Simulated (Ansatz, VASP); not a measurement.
# SiGe2 in two plane-wave programs, part 2 of 2

Wanted: the spread between two codes on one cell, functional and k mesh. The cell is generated by rule, not measured, and may not be a known phase. The cell is taken from a series of runs on this material, whose earlier steps may have relaxed, scaled, displaced or heated it; both programs get it as it stands.

VASP 6.6.1 and Ansatz 0.2.0.

So far: Starting point; Ansatz: relaxation of cell and atoms, PBEsol.

## Step 3: VASP: relaxation of cell and atoms, PBEsol

Level of this step: PBEsol; plane waves and PAW (Si, Ge_d); invented cell (VASP).

The same cell, functional, mesh and smearing now go to VASP, with its own data sets.

Lines of VASP's logs that name or quote its potential files are left out, and so is its time.

Contents of INCAR:

```
SYSTEM = SiGe2
PREC = Accurate
ENCUT = 500
EDIFF = 1E-07
NELM = 120
ISMEAR = 1
SIGMA = 0.15
LREAL = .FALSE.
ALGO = Normal
GGA = PS
NBANDS = 79
LORBIT = 11
LWAVE = .FALSE.
LCHARG = .FALSE.
ISIF = 3
IBRION = 2
NSW = 80
EDIFFG = -0.005
LASPH = .TRUE.
GGA_COMPAT = .FALSE.
NELMIN = 4
KPAR = 2
```

Contents of POSCAR:

```
SiGe2
1.0
    0.0000000000     -3.0597250000     -3.0597250000
    0.0000000000      3.0597250000     -3.0597250000
   12.2389020000      0.0000000000      0.0000000000
Si Ge
4 8
Direct
    0.0522922812      0.9477077188      0.0000000000
    0.9477077188      0.0522922812      0.5000000000
    0.5000000000      0.5000000000      0.7499999591
    0.5000000000      0.5000000000      0.2499999591
    0.0111044293      0.4572020361      0.8749999796
    0.9888955707      0.5427979639      0.3749999796
    0.4572020361      0.0111044293      0.6250000204
    0.5427979639      0.9888955707      0.1250000204
    0.0111044293      0.4572020361      0.1250000204
    0.9888955707      0.5427979639      0.6250000204
    0.5427979639      0.9888955707      0.8749999796
    0.4572020361      0.0111044293      0.3749999796
```

Contents of KPOINTS:

```
Automatic mesh
0
Gamma
8 8 4
0 0 0
```

The projector-augmented-wave data sets are Si and Ge_d (PBE family, release 64).

The run is started by

```console
$ mpirun -np 2 vasp_std
```

Numbers of over 12 decimals in the logs are rounded to 6 here.

What it wrote:

```text
[banner, memory and clock lines left out]
running    2 mpi-ranks, on    1 nodes
 distrk:  each k-point on    1 cores,    2 groups
 distr:  one band on    1 cores,    1 groups

 POSCAR found type information on POSCAR SiGe
 POSCAR found :  2 types and      12 ions
|                                                                             |
|               ----> ADVICE to this user running VASP <----                  |
|                                                                             |
|     You enforced a specific xc type in the INCAR file but a different       |
|     [... a line on the potential file left out ...]
|     I HOPE YOU KNOW WHAT YOU ARE DOING!                                     |
|                                                                             |

 LDA part: xc-table for (Slater+PW92), standard interpolation
 POSCAR, INCAR and KPOINTS ok, starting setup
 FFT: planning ... GRIDC
 FFT: planning ... GRID_SOFT
 FFT: planning ... GRID
 WAVECAR not read
 entering main loop
       N       E                     dE             d eps       ncg     rms          rms(c)
DAV:   1     0.166797011512E+04    0.16680E+04   -0.52642E+04 12491   0.398E+03
DAV:   2     0.288321639768E+03   -0.13796E+04   -0.13218E+04  9954   0.113E+03
DAV:   3    -0.223474821727E+02   -0.31067E+03   -0.29694E+03 10230   0.261E+02
DAV:   4    -0.573941724835E+02   -0.35047E+02   -0.33202E+02 12022   0.880E+01
DAV:   5    -0.588464497370E+02   -0.14523E+01   -0.14344E+01 11412   0.194E+01    0.707E+00
DAV:   6    -0.585436890802E+02    0.30276E+00   -0.79339E-01 12518   0.469E+00    0.369E+00
DAV:   7    -0.584331032319E+02    0.11059E+00   -0.20488E-01 12557   0.211E+00    0.599E-01
DAV:   8    -0.584262119833E+02    0.68912E-02   -0.34884E-02 12322   0.149E+00    0.165E-01
DAV:   9    -0.584263262741E+02   -0.11429E-03   -0.15650E-03 11549   0.244E-01    0.767E-02
DAV:  10    -0.584263408257E+02   -0.14552E-04   -0.18344E-04 12265   0.892E-02    0.173E-02
DAV:  11    -0.584263472930E+02   -0.64674E-05   -0.30366E-05 11158   0.475E-02    0.427E-03
DAV:  12    -0.584263475033E+02   -0.21023E-06   -0.18540E-06 11451   0.934E-03    0.167E-03
DAV:  13    -0.584263473445E+02    0.15870E-06   -0.21189E-07  8421   0.236E-03    0.585E-04
DAV:  14    -0.584263473462E+02   -0.16698E-08   -0.38120E-08  6290   0.132E-03
   1 F= -.58426347E+02 E0= -.58424400E+02  d E =-.584263E+02
[...]
2 F= -.58428345E+02 E0= -.58426438E+02  d E =-.199780E-02
[...]
3 F= -.58428365E+02 E0= -.58426465E+02  d E =-.201745E-02
[...]
4 F= -.58429089E+02 E0= -.58427141E+02  d E =-.724157E-03
 trial-energy change:   -0.000724  1 .order   -0.000739   -0.000853   -0.000625
 step:   3.8263(harm=  3.8263)  dis= 0.00581  next Energy=   -58.429956 (dE=-0.159E-02)
 bond charge predicted
       N       E                     dE             d eps       ncg     rms          rms(c)
DAV:   1    -0.584367272545E+02   -0.76383E-02   -0.12607E+00 11971   0.503E+00    0.579E-01
DAV:   2    -0.584332495646E+02    0.34777E-02   -0.37849E-02 13439   0.164E+00    0.364E-01
DAV:   3    -0.584297680299E+02    0.34815E-02   -0.64494E-03 14569   0.734E-01    0.340E-02
DAV:   4    -0.584300324894E+02   -0.26446E-03   -0.31979E-03 10999   0.425E-01    0.325E-02
DAV:   5    -0.584300096970E+02    0.22792E-04   -0.66388E-05 13312   0.521E-02    0.195E-02
DAV:   6    -0.584300067927E+02    0.29043E-05   -0.15751E-05 10955   0.334E-02    0.290E-03
DAV:   7    -0.584300066832E+02    0.10949E-06   -0.10532E-06 10879   0.779E-03    0.111E-03
DAV:   8    -0.584300066700E+02    0.13242E-07   -0.15095E-07  6806   0.258E-03
   5 F= -.58430007E+02 E0= -.58427829E+02  d E =-.164187E-02
 curvature:  -2.37 expect dE=-0.444E-04 dE for cont linesearch -0.770E-05
 trial: gam=-0.07510 g(F)=  0.648E-05 g(S)=  0.123E-04 ort = 0.579E-04 (trialstep = 0.159E+01)
 search vector abs. value=  0.159E-04
 reached required accuracy - stopping structural energy minimisation
```

Parts of OUTCAR (step 3):

```text
ion  position               nearest neighbor table
   1  0.052  0.948  0.000-   5 2.62   8 2.62   9 2.62  11 2.62   5 2.69   9 2.69   8 2.69  11 2.69

  LATTYP: Found a simple tetragonal cell.
 ALAT       =     4.3271045921
 C/A-ratio  =     2.8284275869

 Subroutine GETGRP returns: Found  8 space group operations
 (whereof  4 operations were pure point group operations)

The static configuration has the point symmetry C_2v.
 The point group associated with its full space group is D_2h.

 Found     63 irreducible k-points:

   k-points           NKPTS =     63   k-points in BZ     NKDIM =     63   number of bands    NBANDS=     79

   dimension x,y,z NGX =    32 NGY =   32 NGZ =   90
   dimension x,y,z NGXF=    64 NGYF=   64 NGZF=  180

   ENCUT  =  500.0 eV  36.75 Ry    6.06 a.u.   7.89  7.89 22.31*2*pi/ulx,y,z

   NELECT =     128.0000    total number of electrons

 k-points in reciprocal lattice and weights: Automatic mesh
   0.00000000  0.00000000  0.00000000       0.004
   0.12500000  0.00000000  0.00000000       0.016
   0.25000000  0.00000000  0.00000000       0.016
   0.37500000  0.00000000  0.00000000       0.016
   0.50000000  0.00000000  0.00000000       0.008
   0.12500000  0.12500000  0.00000000       0.008
  -0.12500000  0.12500000  0.00000000       0.008
   0.25000000  0.12500000  0.00000000       0.016
  -0.12500000  0.25000000  0.00000000       0.016
[...]
0.50000000  0.37500000  0.50000000       0.016
   0.50000000  0.50000000  0.50000000       0.004

 average (electrostatic) potential at core
       1 -83.0404       2 -83.0404       3 -83.0491       4 -83.0491       5 -72.4130
       6 -72.4130       7 -72.4130       8 -72.4130       9 -72.4130      10 -72.4130
      11 -72.4130      12 -72.4130

 E-fermi :   6.6520

 k-point     1 :       0.0000    0.0000    0.0000
  band No.  band energies     occupation
    ...
     63       5.5568      2.00000
     64       5.5791      2.00000
     65       5.6761      2.00000
     66       6.5952      1.59304
     67       6.6622      0.88539
     68       8.4320     -0.00000
     69       8.4511     -0.00000
     70       8.4635     -0.00000
     71       8.5315     -0.00000
     72       8.6940     -0.00000
    ...

 k-point     2 :       0.1250    0.0000    0.0000
  band No.  band energies     occupation
    ...
     61       5.2349      2.00000
     62       5.4531      2.00000
     63       5.8322      2.00000
     64       6.5209      2.01329
     65       6.6820      0.66907
     66       6.9338     -0.02320
     67       7.3328     -0.00000
     68       7.4456     -0.00000
     69       7.4701     -0.00000
     70       8.0604     -0.00000
    ...

 k-point     3 :       0.2500    0.0000    0.0000
  band No.  band energies     occupation
    ...
     60       5.0040      2.00000
     61       5.1111      2.00000
     62       5.3868      2.00000
     63       5.8283      2.00000
     64       5.8600      2.00000
     65       7.1172     -0.00011
     66       7.1224     -0.00009
     67       7.3319     -0.00000
     68       7.8400     -0.00000
     69       7.8861     -0.00000
    ...

  Total        0.0437440      0.0012186      0.0338148      0.0000000      0.0000000      0.0000000
  in kB        0.3075091      0.0085662      0.2377093      0.0000000      0.0000000      0.0000000
  external PRESSURE =       0.1845949 kB  Pullay stress =       0.0000000 kB

  energy-cutoff  :      500.00
  volume of cell :      227.91
      direct lattice vectors                 reciprocal lattice vectors
     0.000000000 -3.046995552 -3.066833494     0.000000000 -0.164096072 -0.163034609
     0.000000000  3.046995552 -3.066833494     0.000000000  0.164096072 -0.163034609
    12.194922123  0.000000000  0.000000000     0.082001344  0.000000000  0.000000000

 POSITION                                       TOTAL-FORCE (eV/Angst)
 -----------------------------------------------------------------------------------
      0.00000      2.73565     -3.06683        -0.000000     -0.004019     -0.000000
      6.09746     -2.73565     -3.06683        -0.000000      0.004019     -0.000000
      9.14619      0.00000     -3.06683        -0.000000      0.000000     -0.000000
      3.04873      0.00000     -3.06683        -0.000000      0.000000     -0.000000
     10.67007      1.35219     -1.44296        -0.000698     -0.003329     -0.001089
      4.57261     -1.35219     -4.69071        -0.000698      0.003329      0.001089
      7.62231     -1.35219     -1.44296         0.000698      0.003329     -0.001089
      1.52485      1.35219     -4.69071         0.000698     -0.003329      0.001089
      1.52485      1.35219     -1.44296         0.000698     -0.003329     -0.001089
      7.62231     -1.35219     -4.69071         0.000698      0.003329      0.001089
     10.67007      1.35219     -4.69071        -0.000698     -0.003329      0.001089
      4.57261     -1.35219     -1.44296        -0.000698      0.003329     -0.001089
 -----------------------------------------------------------------------------------
    total drift:                               -0.000035      0.000000     -0.000000

  FREE ENERGIE OF THE ION-ELECTRON SYSTEM (eV)
  ---------------------------------------------------
  free  energy   TOTEN  =       -58.4300066700 eV

  energy  without entropy=      -58.4234733755  energy(sigma->0) =      -58.42782891

 reached required accuracy - stopping structural energy minimisation

 total charge
# of ion       s       p       d       tot
------------------------------------------
    1        0.818   0.749   0.000   1.567
    2        0.818   0.749   0.000   1.567
    3        0.821   0.746   0.000   1.567
    4        0.821   0.746   0.000   1.567
    5        1.242   0.986  10.035  12.264
    6        1.242   0.986  10.035  12.264
    7        1.242   0.986  10.035  12.264
    8        1.242   0.986  10.035  12.264
    9        1.242   0.986  10.035  12.264
   10        1.242   0.986  10.035  12.264
   11        1.242   0.986  10.035  12.264
   12        1.242   0.986  10.035  12.264
--------------------------------------------------
tot         13.217  10.879  80.281 104.377

[... 3 further parts left out ...]
```

CONTCAR:

```
SiGe2
   1.00000000000000
     0.0000000000000000   -3.0469955515114426   -3.0668334937034838
     0.0000000000000000    3.0469955515114426   -3.0668334937034838
    12.1949221228450995    0.0000000000000000    0.0000000000000000
  Si              Ge
     4     8
Direct
     0.0510908115141175    0.9489091884858825    0.0000000000000000
     0.9489091884858825    0.0510908115141175    0.5000000000000000
     0.5000000000000000    0.5000000000000000    0.7499999591000019
     0.5000000000000000    0.5000000000000000    0.2499999591000019
     0.0133634914968148    0.4571402970701253    0.8749601554988937
     0.9866365085031852    0.5428597029298746    0.3749601554988939
     0.4571402970701253    0.0133634914968148    0.6250398445011063
     0.5428597029298746    0.9866365085031852    0.1250398445011062
     0.0133634914968148    0.4571402970701253    0.1250398445011062
     0.9866365085031852    0.5428597029298746    0.6250398445011063
     0.5428597029298746    0.9866365085031852    0.8749601554988937
     0.4571402970701253    0.0133634914968148    0.3749601554988939
```

The run keeps the 8 symmetry operations of its start, so it cannot find a distortion of lower symmetry.

## Step 4: Differences

Known differences besides the potentials themselves: the cutoff is 420 eV in Ansatz and 500 eV in VASP; Ansatz makes its cores anew for this functional, VASP keeps those of its PBE data sets; Ansatz adds a Pulay correction to the stress that steers its cell, VASP none. Total energies have different zeros and are not compared.

Both answers:

```tsv
quantity	Ansatz	VASP	difference
volume (Å³)	227.92	227.91	+0.00 %
edge a after relaxation, in the typed setting (Å)	4.367	4.323	+1.02 %
edge c after relaxation, in the typed setting (Å)	11.984	12.195	-1.73 %
```

## Step 5: Outcome

```
difference in edge c after relaxation, in the typed setting (relaxation of cell and atoms, PBEsol) : -1.7 %
```

**Reading.** The difference in edge c after relaxation, in the typed setting is -1.7 % (relaxation of cell and atoms, PBEsol), beyond the 1.2 % picked in this series as the mark of a large difference, as far as the stopping tolerances let one tell. Such differences can come from data sets, numerical settings and the points named under the comparisons, not from the functional's error against experiment.

[Lines on the potential files, build, host, timing and source positions are cut from VASP's logs without a mark.]

[Logs are printed without paths, hosts, clocks, repeated set-up lines and the standing remarks that a program may print on its own settings, such as how far it seeks lower states.]

[Hosts, paths, dates, database ids (printed as entryN), source tags and the programs' standing remarks are cut or masked in the printed files.]
